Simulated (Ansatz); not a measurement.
**Energy ranking of Si2S3 structures**

All numbers below come from DFT PBE, scalar-relativistic, plane waves, PAW in Ansatz. All cells share a 420 eV cutoff and Γ-centred k meshes spaced at most 0.3 Å⁻¹ (0.19 for metals, 2π included).

All energies are static (0 K, no zero-point motion). Larger cells and other orderings weren't all tried, so the list isn't exhaustive. For metals, differences of a few meV/atom aren't resolved. No dispersion correction is applied, so the spacing between layers, chains or molecules is poorly fixed, and with it the volume and density (Si2S3 P-3m1, Si2S3 R-3m). No run is spin-polarised.

```csv
#,started from,space group,atoms,V (Å³/atom),ΔE (meV/atom),gap on mesh (eV)
1,"A-type sesquioxide type, changed",P-3m1 (No. 164),5,19.2,0,0.00
2,"tetradymite type, changed",R-3m (No. 166),5,19.5,0,0.00
```

The first two are tied within the noise. The first: Space group P-3m1 (No. 164), trigonal, a = 3.435 Å, c = 9.411 Å. Si is coordinated by 3 S at 2.34 Å and 3 S at 2.50 Å; around S on Wyckoff site a (1 atom of the primitive cell) lie 6 Si at 2.50 Å; S on Wyckoff site d (2 atoms of the primitive cell) is coordinated by 3 Si at 2.34 Å. Its energy against the elements is -0.33 eV/atom. The zero of energy is the lowest elemental structures computed at the same level; no fitted shifts are applied.

```xyz
5
Lattice="3.4350 0.0000 0.0000 -1.7175 2.9748 0.0000 0.0000 0.0000 9.4112" Properties=species:S:1:pos:R:3 pbc="T T T"
Si    0.0000    1.9832    1.5162
Si    1.7175    0.9916    7.8950
S     0.0000    0.0000    0.0000
S     0.0000    1.9832    6.6527
S     1.7175    0.9916    2.7584
```

The second: Space group R-3m (No. 166), trigonal, a = 3.435 Å, c = 28.599 Å. Around Si lie 3 S at 2.34 Å and 3 S at 2.50 Å; S on Wyckoff site a (1 atom of the primitive cell) has 6 Si at 2.50 Å; S on Wyckoff site c (2 atoms of the primitive cell) has 3 Si at 2.34 Å.